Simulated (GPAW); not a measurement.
FeSi: dielectric tensor with LDA

The system is FeSi.

```
Fe Si
1.0
     4.55070    0.00000    0.00000
     0.00000    4.55070    0.00000
     0.00000    0.00000    4.55070
Fe Si
4 4
Direct
  0.86348 0.63652 0.36348
  0.63652 0.36348 0.86348
  0.36348 0.86348 0.63652
  0.13652 0.13652 0.13652
  0.15760 0.34240 0.65760
  0.34240 0.65760 0.15760
  0.65760 0.15760 0.34240
  0.84240 0.84240 0.84240
```

```yaml
Program: GPAW 26.7.0
Task: dielectric tensor
Functional: LDA
Potentials_or_basis: the program's PAW data sets (release 1.2.1) made for this functional
Cutoff: 450 eV
Basis: pw
k_mesh: 5 × 5 × 5
Occupations: fermi-dirac, width 0.001 eV
Spin: collinear spin, ferromagnetic start
Starting_moments: "[4.0, 4.0, 4.0, 4.0, 0.0, 0.0, 0.0, 0.0] μB"
Response_ecut: 80 eV
Maxiter: 150
Response_k_mesh: 6 × 6 × 6
Response_bands: 88
Kernels: "[\"RPA\"]"
Coarser_k_mesh: 4 × 4 × 4
```

```
Band gap on the k mesh                  : none (metal or under the smearing width)
Net moment                              : 2.98 μB per cell
Site moments                            : Fe +0.80; Si -0.04 μB
Electronic dielectric tensor (diagonal) : 137.36
```

Electronic dielectric tensor:
```
137.36   0.00   0.00
  0.00 137.36   0.00
  0.00   0.00 137.36
```

It took 18 min on 1 thread of Arm Neoverse V1, on a shared host, peak memory 0.81 GiB.

Caveat: the dielectric constant isn't converged in the k mesh; the long-wavelength limit can be off by several per cent where d states take part; the moment fell far below its start of 4 μB, so a state of higher moment may lie lower in energy.
